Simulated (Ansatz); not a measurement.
# VSi2: the cost of one run

Computed with Ansatz 0.2.0 (DFT PBE, scalar-relativistic, plane waves, PAW, unless a step's input says otherwise).

### 1 The structure to begin with

Symmetry: P6_222, No. 180, hexagonal system. Conventional cell: a = 4.535 Å, b = 4.535 Å, c = 6.319 Å, α = 90.00°, β = 90.00°, γ = 120.00°. Around V (site symmetry 222) lie 10 Si at 2.49 to 2.65 Å. Si (site symmetry 2) has 5 Si at 2.46 to 2.65 Å and 5 V at 2.49 to 2.65 Å as nearest neighbours.

Structure file:

```cif
data_structure
_symmetry_space_group_name_H-M 'P6_222'
_symmetry_Int_Tables_number 180
_cell_length_a 4.5348
_cell_length_b 4.5348
_cell_length_c 6.3189
_cell_angle_alpha 90.000
_cell_angle_beta 90.000
_cell_angle_gamma 120.000
_cell_volume 112.54
loop_
_atom_site_label
_atom_site_type_symbol
_atom_site_symmetry_multiplicity
_atom_site_Wyckoff_symbol
_atom_site_fract_x
_atom_site_fract_y
_atom_site_fract_z
_atom_site_occupancy
V1 V 3 d 0.00000 0.50000 0.16667 1
Si1 Si 6 j 0.83751 0.67501 0.50000 1
```

The structure rests on an entry of the Materials Project (structure only); cell or positions may have been set otherwise for this series.

### 2 Relaxing cell and atoms: VSi2, no spin

Contents of input.yaml:

```yaml
crystal:
  lattice:
    - [4.5347995798, 0.0, 0.0]
    - [-2.2673997899, 3.9272516372, 0.0]
    - [0.0, 0.0, 6.31890063]
  atoms:
    - { symbol: V, position: [0.0, 0.5, 0.16666667] }
    - { symbol: V, position: [0.5, 0.5, 0.83333333] }
    - { symbol: V, position: [0.5, 0.0, 0.5] }
    - { symbol: Si, position: [0.83750678, 0.67501355, 0.5] }
    - { symbol: Si, position: [0.16249323, 0.83750678, 0.83333333] }
    - { symbol: Si, position: [0.67501355, 0.83750678, 0.16666667] }
    - { symbol: Si, position: [0.16249322, 0.32498645, 0.5] }
    - { symbol: Si, position: [0.83750678, 0.16249322, 0.83333333] }
    - { symbol: Si, position: [0.32498645, 0.16249323, 0.16666667] }
scf:
  occupations: { method: methfessel_paxton, width: 0.1 }
output:
  forces: true
  stress: true
  eigenvalues: true
  write_density: true
  write_potential: true
  elf: true
  volumetric_format: npy
kpoints:
  mp_grid: { grid: [12, 12, 8] }
hamiltonian:
  xc: pbe
relax:
  f_tol: 0.01
  adjacent_minimum: "off"
  cell: { stress_tol: 0.05 }
```

Started as:

```bash
$ ansatz run input.yaml --threads 8 --pin off --max-ram 40960MiB --backend cpu --events-out ev --progress --plain --runs-dir out
```

What time and memory should one allow on 8 threads of Intel Xeon 6975P-C (Granite Rapids), shared host?

About 12 s, with a peak of 0.82 GiB.
